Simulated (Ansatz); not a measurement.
**Molecular dynamics of CaF2**

The input (input.yaml):

```yaml
crystal:
  lattice:
    - [5.516052, 0.0, 0.0]
    - [0.0, 5.516052, 0.0]
    - [0.0, 0.0, 5.516052]
  atoms:
    - { symbol: Ca, position: [0.0, 0.0, 0.0] }
    - { symbol: F, position: [0.75, 0.75, 0.75] }
    - { symbol: F, position: [0.25, 0.25, 0.25] }
    - { symbol: Ca, position: [0.5, 0.5, 0.0] }
    - { symbol: F, position: [0.25, 0.25, 0.75] }
    - { symbol: F, position: [0.75, 0.75, 0.25] }
    - { symbol: Ca, position: [0.5, 0.0, 0.5] }
    - { symbol: F, position: [0.25, 0.75, 0.25] }
    - { symbol: F, position: [0.75, 0.25, 0.75] }
    - { symbol: Ca, position: [0.0, 0.5, 0.5] }
    - { symbol: F, position: [0.75, 0.25, 0.25] }
    - { symbol: F, position: [0.25, 0.75, 0.75] }
basis:
  ecutwfc: 420.0
kpoints:
  mp_grid: { grid: [2, 2, 2] }
hamiltonian:
  xc: pbesol
  pseudopotentials: { kind: paw, azcp: { folder: soft_1 } }
scf:
  occupations: { method: fermi_dirac, width: 0.17 }
  lower_state_search: "off"
md:
  timestep: 2
  n_steps: 250
  ensemble: nvt_langevin
  temperature: 2000.0
  initial_velocities: maxwell_boltzmann
  seed: 11664
  friction: 0.02
```

Run as:

```bash
$ ansatz run input.yaml --threads 1 --pin off --max-ram 3072MiB --backend cpu --events-out ev --progress --plain --runs-dir out
```

It starts from a structure without forces on its atoms.

Output, in part (step lines):

```
md step     0: t =     0.00 fs  T =  1833.3 K  F+E_penalty+E_count = -13603.45931031 eV  E_kin = 2.843720 eV  (11 SCF iters)
md step     1: t =     2.00 fs  T =  1827.0 K  F+E_penalty+E_count = -13603.43852004 eV  E_kin = 2.833902 eV  (8 SCF iters)
md step     2: t =     4.00 fs  T =  1846.3 K  F+E_penalty+E_count = -13603.37474375 eV  E_kin = 2.863808 eV  (8 SCF iters)
md step     3: t =     6.00 fs  T =  1797.8 K  F+E_penalty+E_count = -13603.26785034 eV  E_kin = 2.788595 eV  (8 SCF iters)
md step     4: t =     8.00 fs  T =  1499.6 K  F+E_penalty+E_count = -13603.13123189 eV  E_kin = 2.326011 eV  (8 SCF iters)
md step     5: t =    10.00 fs  T =  1489.8 K  F+E_penalty+E_count = -13602.97287615 eV  E_kin = 2.310931 eV  (7 SCF iters)
md step     6: t =    12.00 fs  T =  1189.4 K  F+E_penalty+E_count = -13602.80082109 eV  E_kin = 1.844958 eV  (6 SCF iters)
md step     7: t =    14.00 fs  T =  1096.5 K  F+E_penalty+E_count = -13602.63144837 eV  E_kin = 1.700734 eV  (7 SCF iters)
[... lines left out ...]
md step   249: t =   498.00 fs  T =  2661.6 K  F+E_penalty+E_count = -13600.32757135 eV  E_kin = 4.128482 eV  (7 SCF iters)
md step   250: t =   500.00 fs  T =  2393.0 K  F+E_penalty+E_count = -13600.28516165 eV  E_kin = 3.711880 eV  (8 SCF iters)
```

The steps, from the saved trajectory:

| time (fs) | T (K) | potential energy less start (eV) |
| --- | --- | --- |
| 0.0 | 1833 | 0.000 |
| 16.0 | 1222 | 1.006 |
| 32.0 | 1207 | 2.694 |
| 48.0 | 1422 | 2.348 |
| 64.0 | 2389 | 1.868 |
| 80.0 | 1487 | 3.412 |
| 96.0 | 2311 | 2.525 |
| 112.0 | 2705 | 2.616 |
| 128.0 | 2041 | 3.820 |
| 144.0 | 2298 | 3.523 |
| 160.0 | 2487 | 2.680 |
| 176.0 | 2179 | 1.999 |
| 192.0 | 1818 | 2.890 |
| 208.0 | 2249 | 2.375 |
| 224.0 | 1920 | 2.692 |
| 240.0 | 1149 | 3.511 |
| 256.0 | 1835 | 2.871 |
| 272.0 | 2148 | 2.182 |
| 288.0 | 1532 | 3.025 |
| 304.0 | 2340 | 2.121 |
| 320.0 | 2128 | 2.453 |
| 336.0 | 2361 | 2.055 |
| 352.0 | 1669 | 2.564 |
| 368.0 | 1319 | 3.345 |
| 384.0 | 1532 | 3.686 |
| 400.0 | 2282 | 2.950 |
| 416.0 | 2003 | 3.891 |
| 432.0 | 1618 | 3.682 |
| 448.0 | 2140 | 3.206 |
| 464.0 | 1795 | 3.474 |
| 480.0 | 1823 | 3.503 |
| 496.0 | 2600 | 3.149 |

All steps were run. A run of 0.5 ps of so small a system gives no equilibrium averages. Limits of this set-up: coarse k mesh, PAW files made for another functional.

Mean squared displacements from the first frame to the last, about the centre of mass: Ca 0.26 Å², F 1.06 Å².

Last frame:

```xyz
12
Lattice="5.5161 0.0000 0.0000 0.0000 5.5161 0.0000 0.0000 0.0000 5.5161" Properties=species:S:1:pos:R:3
Ca -0.215 -0.713 0.164
F 3.805 3.860 3.999
F 1.839 0.122 0.367
Ca 2.667 2.342 -0.140
F 1.661 1.685 3.615
F 3.810 3.160 1.578
Ca 2.745 0.218 2.635
F 0.659 2.626 0.548
F 4.202 1.345 4.222
Ca -0.118 2.828 3.224
F 4.869 0.380 1.811
F 0.829 4.790 3.650
```

Run time: 13 min on 1 thread of AMD EPYC 7R43 64-Core Processor (Zen 3), on a shared host, peak memory 0.57 GiB.
